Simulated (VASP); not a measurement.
# CuO (F-43m) in VASP: reference runs

Aim: a first look at CuO with PBE, on the cell as given and on a disturbed one.

Everything below comes from runs of VASP 6.6.1. Logs are shortened: lines on timing, memory, paths and dates and some standing lists are left out, and cuts for length are marked.

**1. The crystal as given**

Symmetry: F-43m, No. 216, cubic system. Conventional cell: a = 4.655 Å, b = 4.655 Å, c = 4.655 Å, α = 90.00°, β = 90.00°, γ = 90.00°. Cu (site symmetry -43m) has 4 O at 2.02 Å as nearest neighbours. O (site symmetry -43m) has 4 Cu at 2.02 Å as nearest neighbours.

Measurements of this composition are mostly on another form, of space group No. 15.

**2. Single point, PBE**

Contents of INCAR:

```
ALGO = Normal
EDIFF = 1E-7
ENCUT = 520
GGA = PE
ISIF = 2
ISMEAR = -1
LASPH = T
LCHARG = F
LREAL = F
LWAVE = F
NBANDS = 16
NELM = 100
PREC = Accurate
SIGMA = 0.05
```

Contents of KPOINTS:

```
k-points
0
Gamma
  10 10 10
```

Contents of POSCAR:

```
CuO
1.0
    0.0000000000      2.3272527300      2.3272527300
    2.3272527300      0.0000000000      2.3272527300
    2.3272527300      2.3272527300      0.0000000000
Cu O
1 1
Direct
    0.0000000000      0.0000000000      0.0000000000
    0.2500000000      0.2500000000      0.2500000000
```

Potentials or basis: VASP PAW PBE potentials, release 64 (Cu, O).

Run with:

```console
cat potpaw_PBE.64/Cu/POTCAR potpaw_PBE.64/O/POTCAR > POTCAR
mpirun -np 1 vasp_std > vasp.out
```

OUTCAR:

```text
EDIFF = 1E-7
   ENCUT = 520
   GGA = PE
   ISIF = 2
   ISMEAR = -1
   LASPH = T
   LREAL = F
   NELM = 100
   PREC = Accurate

 ion  position               nearest neighbor table
   1  0.000  0.000  0.000-   2 2.02   2 2.02   2 2.02   2 2.02
   2  0.250  0.250  0.250-   1 2.02   1 2.02   1 2.02   1 2.02

  LATTYP: Found a face centered cubic cell.
 ALAT       =     4.6545054600

  Lattice vectors:

 A1 = (   0.0000000000,   2.3272527300,   2.3272527300)
 A2 = (   2.3272527300,   0.0000000000,   2.3272527300)
 A3 = (   2.3272527300,   2.3272527300,   0.0000000000)

Analysis of symmetry for initial positions (statically):
=====================================================================
 Subroutine PRICEL returns:
 Original cell was already a primitive cell.

 Routine SETGRP: Setting up the symmetry group for a
 face centered cubic supercell.

 Subroutine GETGRP returns: Found 24 space group operations
 (whereof 24 operations were pure point group operations)
 out of a pool of 48 trial point group operations.

The static configuration has the point symmetry T_d .

Analysis of symmetry for dynamics (positions and initial velocities):
=====================================================================
 Subroutine PRICEL returns:
 Original cell was already a primitive cell.

 Routine SETGRP: Setting up the symmetry group for a
 face centered cubic supercell.

 Subroutine GETGRP returns: Found 24 space group operations
 (whereof 24 operations were pure point group operations)
 out of a pool of 48 trial point group operations.

The dynamic configuration has the point symmetry T_d .

 Subroutine INISYM returns: Found 24 space group operations
 (whereof 24 operations are pure point group operations),
 and found     1 'primitive' translations

----------------------------------------------------------------------------------------

                                     Primitive cell

  volume of cell :      25.2093

  direct lattice vectors                    reciprocal lattice vectors
     0.000000000  2.327252730  2.327252730    -0.214845596  0.214845596  0.214845596
     2.327252730  0.000000000  2.327252730     0.214845596 -0.214845596  0.214845596
     2.327252730  2.327252730  0.000000000     0.214845596  0.214845596 -0.214845596

  length of vectors
     3.291232374  3.291232374  3.291232374     0.372123488  0.372123488  0.372123488

  position of ions in fractional coordinates (direct lattice)
     0.000000000  0.000000000  0.000000000
     0.250000000  0.250000000  0.250000000

  ion indices of the primitive-cell ions
   primitive index   ion index
                 1           1
                 2           2

----------------------------------------------------------------------------------------

 KPOINTS: k-points

Automatic generation of k-mesh.
 Grid dimensions read from file:
 generate k-points for:   10   10   10

 Generating k-lattice:

  Cartesian coordinates                     Fractional coordinates (reciprocal lattice)
    -0.021484560  0.021484560  0.021484560     0.100000000  0.000000000  0.000000000
     0.021484560 -0.021484560  0.021484560     0.000000000  0.100000000  0.000000000
     0.021484560  0.021484560 -0.021484560     0.000000000  0.000000000  0.100000000

  Length of vectors
     0.037212349  0.037212349  0.037212349

  Shift w.r.t. Gamma in fractional coordinates (k-lattice)
     0.000000000  0.000000000  0.000000000

 Subroutine IBZKPT returns following result:
 ===========================================

 Found     47 irreducible k-points:

 Following reciprocal coordinates:
            Coordinates               Weight
  0.000000  0.000000  0.000000      1.000000
  0.100000  0.000000  0.000000      8.000000
  0.200000  0.000000  0.000000      8.000000
  0.300000  0.000000  0.000000      8.000000
  0.400000  0.000000  0.000000      8.000000
  0.500000  0.000000  0.000000      4.000000
[... 16 lines left out ...]
  0.300000  0.300000  0.000000      6.000000
  0.400000  0.300000  0.000000     24.000000
 [... further k-points ...]
   k-points           NKPTS =     47   k-points in BZ     NKDIM =     47   number of bands    NBANDS=     16
   number of dos      NEDOS =    301   number of ions     NIONS =      2
   total plane-waves  NPLWV =  13824
   dimension x,y,z NGX =    24 NGY =   24 NGZ =   24
   dimension x,y,z NGXF=    48 NGYF=   48 NGZF=   48
   ions per type =               1   1
   NGX,Y,Z   is equivalent  to a cutoff of  12.12, 12.12, 12.12 a.u.
   NGXF,Y,Z  is equivalent  to a cutoff of  24.25, 24.25, 24.25 a.u.
 SYSTEM =  unknown system
   PREC   = accura    normal or accurate (medium, high low for compatibility)
   ISTART =      0    job   : 0-new  1-cont  2-samecut
   ICHARG =      2    charge: 1-file 2-atom 10-const
   ISPIN  =      1    spin polarized calculation?
   LNONCOLLINEAR =      F non collinear calculations
   LSORBIT =      F    spin-orbit coupling
   LASPH  =      T    aspherical Exc in radial PAW
   ENCUT  =  520.0 eV  38.22 Ry    6.18 a.u.   6.12  6.12  6.12*2*pi/ulx,y,z
   NELM   =    100;   NELMIN=  2; NELMDL= -5     # of ELM steps
   EDIFF  = 0.1E-06   stopping-criterion for ELM
   LREAL  =      F    real-space projection
   EDIFFG = 0.1E-05   stopping-criterion for IOM
   NSW    =      0    number of steps for IOM
   IBRION =     -1    ionic relax: 0-MD 1-quasi-New 2-CG
   NFREE  =      0    steps in history (QN), initial steepest desc. (CG)
   ISIF   =      2    stress and relaxation
   ISYM   =      2    0-nonsym 1-usesym 2-fastsym
   POTIM  = 0.5000    time-step for ionic-motion
   TEBEG  =    0.0;   TEEND  =   0.0 temperature during run
   PSTRESS=    0.0 pullay stress
   NELECT =      17.0000    total number of electrons
   NUPDOWN=      -1.0000    fix difference up-down
   EMIN   =  10.00;   EMAX   =-10.00  energy-range for DOS
   EFERMI =   0.00;   METHOD = LEGACY
   ISMEAR =    -1;   SIGMA  =   0.05  broadening in eV -4-tet -1-fermi 0-gaus
   EFERMI_NEDOS =   21; number of points for ismear=-14 and -15
   IALGO  =     38    algorithm
   IMIX   =      4    mixing-type and parameters
     AMIX     =   0.40;   BMIX     =  1.00
     AMIX_MAG =   1.60;   BMIX_MAG =  1.00
  volume/ion in A,a.u.               =      12.60        85.06
  Fermi-wavevector in a.u.,A,eV,Ry     =   1.435614  2.712916 28.041426  2.060987
  Thomas-Fermi vector in A             =   2.554893
   LORBIT       =      0    0 simple, 1 ext, 2 COOP (PROOUT), +10 PAW based schemes
   GGA     = PE    functional components
[... 5 lines left out ...]
 non-spin polarized calculation
  energy-cutoff  :      520.00
  volume of cell :       25.21
 maximum number of plane-waves:       700
   NGX = 13   NGY = 13   NGZ = 13

 number of electron      16.9999985 magnetization

 Free energy of the ion-electron system (eV)
  ---------------------------------------------------
  ext. energy  EPLUGINS =         0.00000000
  ---------------------------------------------------
  free energy    TOTEN  =        -9.50867834 eV

  energy without entropy =       -9.48511887  energy(sigma->0) =       -9.49689860

 E-fermi :   3.0629     XC(G=0): -10.5756

 val. band max:        3.0608122994   @ k =   0.3000   0.2000   0.0000
 cond. band min:       3.0906643616   @ k =  -0.4000   0.1000   0.0000
 fundamental gap:      0.0298520622
 Fermi energy:         3.0629344044

 k-point     1 :       0.0000    0.0000    0.0000
  band No.  band energies     occupation
      1     -15.2023      2.00000
      2      -1.2910      2.00000
      3      -1.2910      2.00000
      4      -1.2910      2.00000
      5       1.2317      2.00000
      6       1.2317      2.00000
[... 8 lines left out ...]
     15      23.4519      0.00000
     16      23.4519      0.00000

 k-point     2 :       0.1000    0.0000    0.0000
  band No.  band energies     occupation
      1     -15.1536      2.00000
      2      -1.4368      2.00000
      3      -1.2637      2.00000
      4      -1.2636      2.00000
      5       1.2234      2.00000
      6       1.2234      2.00000
[... 8 lines left out ...]
     15      22.7149      0.00000
     16      22.7149      0.00000

 k-point     3 :       0.2000    0.0000    0.0000
  band No.  band energies     occupation
      1     -15.0223      2.00000
      2      -1.7533      2.00000
      3      -1.1946      2.00000
      4      -1.1946      2.00000
      5       1.2150      2.00000
      6       1.2150      2.00000
[... 8 lines left out ...]
     15      22.1304      0.00000
     16      22.1304      0.00000

 k-point     4 :       0.3000    0.0000    0.0000
  band No.  band energies     occupation
      1     -14.8557      2.00000
      2      -2.0474      2.00000
      3      -1.1164      2.00000
      4      -1.1164      2.00000
      5       1.2379      2.00000
      6       1.2379      2.00000
[... 8 lines left out ...]
     15      22.4050      0.00000
     16      22.4050      0.00000
[... 324 lines left out ...]
 k-point    22 :      -0.2000    0.2000    0.0000
  band No.  band energies     occupation
      1     -14.8006      2.00000
      2      -1.9662      2.00000
      3      -1.2160      2.00000
      4      -1.0649      2.00000
      5       1.1426      2.00000
      6       1.3159      2.00000
[... 8 lines left out ...]
     15      21.9693      0.00000
     16      25.4317      0.00000

 k-point    23 :       0.3000    0.3000    0.0000
  band No.  band energies     occupation
      1     -14.7471      2.00000
      2      -2.1953      2.00000
      3      -0.9435      2.00000
      4      -0.9435      2.00000
      5       0.9831      2.00000
      6       1.3571      2.00000
[... 8 lines left out ...]
     15      25.4289      0.00000
     16      27.0004      0.00000

 k-point    24 :       0.4000    0.3000    0.0000
  band No.  band energies     occupation
      1     -14.6403      2.00000
      2      -2.2426      2.00000
      3      -0.8937      2.00000
      4      -0.8496      2.00000
      5       1.0031      2.00000
      6       1.3797      2.00000
[... 8 lines left out ...]
     15      25.2212      0.00000
     16      27.1060      0.00000

 [... further k-points ...]

------------------------ aborting loop because EDIFF is reached ----------------------------------------

  FORCE on cell =-STRESS in cart. coord.  units (eV):
  Direction    XX          YY          ZZ          XY          YZ          ZX
  --------------------------------------------------------------------------------------
  -------------------------------------------------------------------------------------
  Total       -1.4320246     -1.4320246     -1.4320246      0.0000000      0.0000000      0.0000000
  in kB      -91.0123678    -91.0123678    -91.0123678      0.0000000      0.0000000      0.0000000
  external PRESSURE =     -91.0123678 kB  Pullay stress =       0.0000000 kB

 VOLUME and BASIS-vectors are now :
 -----------------------------------------------------------------------------
  energy-cutoff  :      520.00
  volume of cell :       25.21
      direct lattice vectors                 reciprocal lattice vectors
     0.000000000  2.327252730  2.327252730    -0.214845596  0.214845596  0.214845596
     2.327252730  0.000000000  2.327252730     0.214845596 -0.214845596  0.214845596
     2.327252730  2.327252730  0.000000000     0.214845596  0.214845596 -0.214845596

 POSITION                                       TOTAL-FORCE (eV/Angst)
 -----------------------------------------------------------------------------------
      0.00000      0.00000      0.00000        -0.000000      0.000000     -0.000000
      1.16363      1.16363      1.16363         0.000000     -0.000000      0.000000
 -----------------------------------------------------------------------------------
    total drift:                               -0.000000     -0.000000     -0.000001

  FREE ENERGIE OF THE ION-ELECTRON SYSTEM (eV)
  ---------------------------------------------------
  free  energy   TOTEN  =        -9.5086783354 eV

  energy  without entropy=       -9.4851188714  energy(sigma->0) =       -9.49689860
```

It took 7.6 s on 1 thread of Intel Xeon 6975P-C (Granite Rapids), shared host; peak memory 0.14 GiB.

What came out:

```yaml
Free_energy: -9.5087 eV
Pressure: -9.1 GPa
Band_gap_on_the_k_mesh: none (metal or under the smearing width)
```

Levels at points of the mesh, in eV from the Fermi level:
| k point | band 7 | band 8 | band 9 | band 10 | band 11 | band 12 |
| --- | --- | --- | --- | --- | --- | --- |
| (0.00, 0.00, 0.00) | 0.72 | 0.72 | 0.72 | 0.90 | 13.85 | 13.85 |
| (0.50, 0.00, 0.00) | -1.66 | 0.00 | 0.00 | 5.83 | 7.63 | 13.52 |
| (0.50, 0.50, 0.00) | -1.28 | -1.01 | -1.01 | 5.79 | 9.22 | 11.37 |

Caveat: an odd number of electrons without spin polarisation forces a metal; a magnetic or distorted state may lie lower; the run has no spin polarisation, though such a crystal can be magnetic; semilocal functionals often make such compounds metallic where correlation or magnetic order opens a gap, which also shifts bond lengths. With open d or f shells a metallic result of PBE can be an artefact of self-interaction; +U or a hybrid may open a gap.

**3. Single point, PBE (atoms moved at random, drawn with an rms of 0.05 Å)**

Contents of INCAR:

```
PREC = Accurate
ENCUT = 520
EDIFF = 1E-7
ISMEAR = -1
SIGMA = 0.05
LREAL = False
LASPH = True
NELM = 100
ALGO = Normal
ISIF = 2
LWAVE = False
LCHARG = True
GGA = PE
LELF = True
LVHAR = True
NBANDS = 16
```

Contents of KPOINTS:

```
regular mesh
0
Gamma
  10 10 10
```

Contents of POSCAR:

```
CuO
1.0
    0.0000000000      2.3272527300      2.3272527300
    2.3272527300      0.0000000000      2.3272527300
    2.3272527300      2.3272527300      0.0000000000
Cu O
1 1
Direct
    0.0031940000     -0.0004050000      0.0018920000
    0.2405220000      0.2396770000      0.2707110000
```

Potentials or basis: VASP PAW PBE potentials, release 64 (Cu, O).

Run with:

```console
cat potpaw_PBE.64/Cu/POTCAR potpaw_PBE.64/O/POTCAR > POTCAR
mpirun -np 1 vasp_std > vasp.out
```

OUTCAR:

```text
PREC = Accurate
   ENCUT = 520
   EDIFF = 1E-7
   ISMEAR = -1
   LREAL = False
   LASPH = True
   NELM = 100
   ISIF = 2
   GGA = PE

 ion  position               nearest neighbor table
   1  0.003  1.000  0.002-   2 1.97   2 2.01   2 2.04   2 2.05
   2  0.241  0.240  0.271-   1 1.97   1 2.01   1 2.04   1 2.05

  LATTYP: Found a face centered cubic cell.
 ALAT       =     4.6545054600

  Lattice vectors:

 A1 = (   0.0000000000,   2.3272527300,   2.3272527300)
[... 641 lines left out ...]

------------------------ aborting loop because EDIFF is reached ----------------------------------------

  FORCE on cell =-STRESS in cart. coord.  units (eV):
  Direction    XX          YY          ZZ          XY          YZ          ZX
  --------------------------------------------------------------------------------------
  -------------------------------------------------------------------------------------
  Total       -1.4012125     -1.4012538     -1.4048690      0.1026244     -0.0606137     -0.0584547
  in kB      -89.0541043    -89.0567330    -89.2864939      6.5222992     -3.8523063     -3.7150903
  external PRESSURE =     -89.1324437 kB  Pullay stress =       0.0000000 kB

 VOLUME and BASIS-vectors are now :
 -----------------------------------------------------------------------------
  energy-cutoff  :      520.00
  volume of cell :       25.21
      direct lattice vectors                 reciprocal lattice vectors
     0.000000000  2.327252730  2.327252730    -0.214845596  0.214845596  0.214845596
     2.327252730  0.000000000  2.327252730     0.214845596 -0.214845596  0.214845596
     2.327252730  2.327252730  0.000000000     0.214845596  0.214845596 -0.214845596

 POSITION                                       TOTAL-FORCE (eV/Angst)
 -----------------------------------------------------------------------------------
      2.33071      0.01184      2.33374         0.071397      0.062879     -0.139360
      1.18780      1.18977      1.11754        -0.071397     -0.062879      0.139360
 -----------------------------------------------------------------------------------
    total drift:                                0.000129      0.000569      0.000128

  FREE ENERGIE OF THE ION-ELECTRON SYSTEM (eV)
  ---------------------------------------------------
  free  energy   TOTEN  =        -9.5041815431 eV

  energy  without entropy=       -9.4814416663  energy(sigma->0) =       -9.49281160
```

OSZICAR:

```text
N       E                     dE             d eps       ncg     rms          rms(c)
DAV:   1     0.975466937722E+02    0.97547E+02   -0.81895E+03 16960   0.149E+03
DAV:   2    -0.622499106416E+01   -0.10377E+03   -0.91733E+02 17360   0.279E+02
DAV:   3    -0.125157153721E+02   -0.62907E+01   -0.60080E+01 20216   0.704E+01
DAV:   4    -0.125971326290E+02   -0.81417E-01   -0.81368E-01 18584   0.791E+00
DAV:   5    -0.125986684555E+02   -0.15358E-02   -0.15358E-02 21824   0.115E+00    0.120E+01
DAV:   6    -0.117394021890E+02    0.85927E+00   -0.21083E+01 18760   0.116E+02    0.108E+01
DAV:   7    -0.950967269585E+01    0.22297E+01   -0.72739E+00 20936   0.904E+01    0.161E+00
DAV:   8    -0.952664013447E+01   -0.16967E-01   -0.43453E-01 16568   0.562E+00    0.107E+00
DAV:   9    -0.950678155922E+01    0.19859E-01   -0.45446E-02 27840   0.480E+00    0.479E-01
DAV:  10    -0.950420743906E+01    0.25741E-02   -0.64890E-03 24792   0.158E+00    0.249E-01
DAV:  11    -0.950409147580E+01    0.11596E-03   -0.22306E-03 19208   0.448E-01    0.495E-02
DAV:  12    -0.950414857692E+01   -0.57101E-04   -0.87169E-05 25104   0.171E-01    0.547E-02
DAV:  13    -0.950418254056E+01   -0.33964E-04   -0.64628E-05 21080   0.111E-01    0.114E-02
DAV:  14    -0.950418158312E+01    0.95744E-06   -0.23521E-06 22960   0.276E-02    0.569E-03
DAV:  15    -0.950418152172E+01    0.61402E-07   -0.11612E-06 19776   0.983E-03    0.238E-04
DAV:  16    -0.950418154307E+01   -0.21348E-07   -0.16097E-08 14736   0.137E-03
   1 F= -.95041815E+01 E0= -.94928116E+01  d E =-.227399E-01
```

stdout:

```text
POSCAR found type information on POSCAR CuO
 POSCAR found :  2 types and       2 ions
 scaLAPACK will be used
 LDA part: xc-table for (Slater+PW92), standard interpolation
 POSCAR, INCAR and KPOINTS ok, starting setup
 FFT: planning ... GRIDC
 FFT: planning ... GRID_SOFT
 FFT: planning ... GRID
 WAVECAR not read
 entering main loop
```

Run time: 68 s. Hardware: 1 thread of Intel Xeon 6975P-C (Granite Rapids), shared host; peak memory 0.3 GiB.

Results:

```yaml
Free_energy: -9.5042 eV
Pressure: -8.9 GPa
Largest_force: 0.169 eV/Å
Band_gap_on_the_k_mesh: none (metal or under the smearing width)
```

Forces on the atoms (eV/Å):
```
Cu   0.071  0.063 -0.139
O   -0.071 -0.063  0.139
```

Caveat: an odd number of electrons without spin polarisation forces a metal; a magnetic or distorted state may lie lower; the run has no spin polarisation, though such a crystal can be magnetic; semilocal functionals often make such compounds metallic where correlation or magnetic order opens a gap, which also shifts bond lengths.
